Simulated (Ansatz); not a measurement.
The calculation used Ansatz 0.2.0, DFT PBE, scalar-relativistic, plane waves, PAW. Settings: cutoff 420 eV, Γ-centred meshes spaced at most about 0.3 Å⁻¹ (2π included), Gaussian smearing. No spin polarisation in the final relaxations.

These are static total energies at zero pressure.

Compare these two cells of LiCl, each relaxed at this level.

A.

```
Li Cl
1.0
     5.40186    3.11877    1.23649
    -5.40186    3.11877    1.23649
     0.00000   -6.23753    1.23649
Li Cl
3 3
Direct
  0.79913 0.18647 0.79913
  0.18647 0.79913 0.79913
  0.79913 0.79913 0.18647
  0.19294 0.19294 0.82937
  0.82937 0.19294 0.19294
  0.19294 0.82937 0.19294
```

B.

```
Li Cl
1.0
     6.65314    0.00000    0.00000
     0.00000    6.65314    0.00000
     0.00000    0.00000    3.94984
Li Cl
4 4
Direct
  0.67090 0.67090 0.00000
  0.82910 0.17090 0.50000
  0.32910 0.32910 0.00000
  0.17090 0.82910 0.50000
  0.80979 0.80979 0.50000
  0.69021 0.30979 0.00000
  0.19021 0.19021 0.50000
  0.30979 0.69021 0.00000
```

Problem. Which form is favoured at zero pressure, and by what margin per atom?

Solution. B is lower, by 36 meV/atom. A has space group R3m (No. 160), 20.8 Å³/atom and a gap of 5.72 eV on its mesh; B has space group P4_2/mnm (No. 136), 21.9 Å³/atom and a gap of 5.90 eV. Counting Cl atoms around Li (those within 1.25 times the shortest such distance or 1.15 times the sum of covalent radii), A and B both have Li 4. The lower one is the more open, so pressure narrows the difference. Both come from invented guesses. The part of the Crystallography Open Database at hand lists LiCl in space group No. 225, which no cell shown has.

Kohn–Sham gaps at this level usually fall short of measured ones.
